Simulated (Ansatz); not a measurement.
**CoSi2 (Fm-3m), symmetry broken, then relaxed**

The calculation used Ansatz 0.2.0, DFT PBEsol, scalar-relativistic, plane waves, PAW. The runs took a 420 eV cutoff, a Γ-centred 12×12×10 mesh and Gaussian smearing (0.15 eV). No spin polarisation. A magnetic state may lie lower. Energies are free energies at this smearing, counted from the undisturbed cell; pressure is positive in compression.

The starting cell (relaxed at this level):

```
Co Si
1.0
     0.00000   -2.65625   -2.65625
    -2.65625    0.00000   -2.65625
     2.65625    2.65625   -5.31251
Co Si
2 4
Direct
  0.00000 0.00000 0.00000
  0.50000 0.50000 0.50000
  0.12500 0.12500 0.62500
  0.62500 0.62500 0.12500
  0.37500 0.37500 0.87500
  0.87500 0.87500 0.37500
```

The atoms are displaced (Å, in the unstrained cell):

```tsv
atom	ux	uy	uz
Co1	-0.008	0.005	0.003
Co2	-0.008	0.005	0.003
Si3	-0.008	0.005	0.003
Si4	-0.008	0.005	0.003
Si5	-0.008	0.005	0.003
Si6	0.041	-0.024	-0.016
```

Cell and atoms are then relaxed.

Question: Does the relaxation return to the undisturbed structure?

Answer: Yes (up to a choice of domain or origin): same space group and volume, and an energy 0.0 meV/atom from it. The disturbance itself cost 3.0 meV/atom. The final space group reads Fm-3m (tolerance 0.05 Å) and the volume changes by -0.01 %.

Final structure:

```yaml
crystal:
  lattice:
    - [-0.00030, -2.65684, -2.65673]
    - [-2.65751, 0.00056, -2.65760]
    - [2.65205, 2.65398, -5.31029]
  atoms:
    - { symbol: Co, position: [0.00016, 0.99984, 0.99999] }
    - { symbol: Co, position: [0.49970, 0.50019, 0.49998] }
    - { symbol: Si, position: [0.12505, 0.12514, 0.62466] }
    - { symbol: Si, position: [0.62531, 0.62487, 0.12465] }
    - { symbol: Si, position: [0.37501, 0.37480, 0.87535] }
    - { symbol: Si, position: [0.87476, 0.87515, 0.37536] }
```

The relaxation, step by step (energy from the first step; small jumps at an unchanged geometry come where the plane waves are selected anew for the new cell):

| step | ΔE (meV/atom) | largest force component (eV/Å) | pressure (GPa) |
| --- | --- | --- | --- |
| 1 | 0.0 | 0.503 | 0.09 |
| 2 | -1.8 | 0.309 | 0.04 |
| 3 | -3.0 | 0.007 | -0.01 |
| 4 | -3.0 | 0.007 | -0.01 |

Frames along the relaxation (Å, eV/Å):

```xyz
6
Lattice="0.000 -2.656 -2.656 -2.656 0.000 -2.656 2.656 2.656 -5.313" Properties=species:S:1:pos:R:3:forces:R:3 pbc="T T T" step=1
Co   -0.008    0.005    0.003    0.051    0.041   -0.047
Co   -0.008    0.005   -5.309    0.269   -0.242   -0.109
Si    1.320    1.333   -3.981    0.090   -0.051   -0.028
Si   -1.336   -1.323   -3.981    0.042   -0.044   -0.013
Si    1.320    1.333   -6.637    0.051    0.009   -0.037
Si   -1.287   -1.352   -6.657   -0.503    0.287    0.234
6
Lattice="0.001 -2.658 -2.658 -2.656 -0.001 -2.656 2.656 2.652 -5.311" Properties=species:S:1:pos:R:3:forces:R:3 pbc="T T T" step=2
Co   -0.005    0.003    0.002    0.044    0.029   -0.038
Co   -0.005    0.001   -5.310    0.176   -0.164   -0.063
Si    1.322    1.328   -3.981    0.044   -0.030   -0.012
Si   -1.333   -1.328   -3.982    0.028   -0.027   -0.009
Si    1.326    1.326   -6.639    0.017    0.002   -0.012
Si   -1.300   -1.348   -6.652   -0.309    0.189    0.135
6
Lattice="0.000 -2.657 -2.657 -2.658 0.001 -2.658 2.652 2.654 -5.310" Properties=species:S:1:pos:R:3:forces:R:3 pbc="T T T" step=3
Co    0.000    0.000    0.000    0.001    0.000   -0.001
Co   -0.003    0.000   -5.312    0.002   -0.006   -0.007
Si    1.324    1.326   -3.982    0.000    0.000    0.002
Si   -1.330   -1.330   -3.984    0.000    0.000   -0.001
Si    1.325    1.327   -6.641   -0.003    0.002    0.001
Si   -1.331   -1.327   -6.643    0.000    0.003    0.006
6
Lattice="0.000 -2.657 -2.657 -2.658 0.001 -2.658 2.652 2.654 -5.310" Properties=species:S:1:pos:R:3:forces:R:3 pbc="T T T" step=4
Co    0.000    0.000    0.000    0.001    0.000   -0.001
Co   -0.003    0.000   -5.312    0.002   -0.006   -0.007
Si    1.324    1.326   -3.982    0.000    0.000    0.002
Si   -1.330   -1.330   -3.984    0.000    0.000   -0.001
Si    1.325    1.327   -6.641   -0.003    0.002    0.001
Si   -1.331   -1.327   -6.643    0.000    0.003    0.006
```

Cost: 3 runs of about 20 core-minutes in all, on Arm Neoverse V1 (shared hosts).